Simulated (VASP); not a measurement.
Pd:

```xyz
1
Lattice="-1.5723 1.5723 1.5723 1.5723 -1.5723 1.5723 1.5723 1.5723 -1.5723" Properties=species:S:1:pos:R:3 pbc="T T T"
Pd    0.0000    0.0000    0.0000
```

This isn't the form of Pd at room conditions, which is fcc.

* Program: VASP 6.6.1
* Task: relaxation of cell and atoms
* Functional: PBEsol
* Potentials or basis: VASP PAW PBE potentials, release 64 (Pd)
* Cutoff: 600 eV
* k mesh: 10 × 10 × 10
* Occupations: fermi-dirac, width 0.05 eV
* Spin: no spin polarisation

At the start: pressure -10.2 GPa; volume 15.55 Å³/atom.

Problem. Where does the relaxation end?

Solution. Over 6 steps the energy falls by 31.8 meV/atom and the volume is 14.62 Å³/atom (-6.0 %); space group Im-3m (No. 229, to 0.05 Å).

The path:
| step | energy change (eV) | largest force (eV/Å) | pressure (GPa) | volume (Å³) |
| --- | --- | --- | --- | --- |
| 1 | 0.0000 | 0.0000 | -10.23 | 15.55 |
| 2 | 0.0424 | 0.0000 | 21.75 | 13.42 |
| 3 | -0.0317 | 0.0000 | -0.49 | 14.64 |
| 4 | -0.0317 | 0.0000 | 0.18 | 14.61 |
| 5 | -0.0317 | 0.0000 | -0.25 | 14.64 |
| 6 | -0.0318 | 0.0000 | 0.00 | 14.62 |

Final structure:
```xyz
1
Lattice="-1.5404 1.5404 1.5404 1.5404 -1.5404 1.5404 1.5404 1.5404 -1.5404" Properties=species:S:1:pos:R:3 pbc="T T T"
Pd    0.0000    0.0000    0.0000
```

Caveat: the PAW data sets were made with another functional, which shifts forces and pressure a little.
